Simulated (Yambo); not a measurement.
Crystal: GaAs.

```
As Ga
1.0
     0.00000    2.82685    2.82685
     2.82685    0.00000    2.82685
     2.82685    2.82685    0.00000
As Ga
1 1
Direct
  0.75000 0.75000 0.75000
  0.00000 0.00000 0.00000
```

Base run:

```yaml
Program: Yambo 5.3.0
Functional: PBE
Potentials_or_basis: PseudoDojo 0.4.1 SR PBE standard
Cutoff: 1143 eV
Density_cutoff: 4572 eV
k_mesh: 6 × 6 × 6
Occupations: fixed
Spin: no spin polarisation
```

Its results: band gap on the k mesh, mean-field level 0.52 eV, direct.

The run is repeated on the same cell with these changes: functional from PBE to LDA; potentials or basis from PseudoDojo 0.4.1 SR PBE standard to PseudoDojo 0.4.1 SR LDA standard; cutoff from 1143 eV to 1088 eV; density cutoff from 4572 eV to 4354 eV. What comes out?

Band gap on the k mesh, mean-field level 0.28 eV, direct.

A k mesh can miss the band edges.
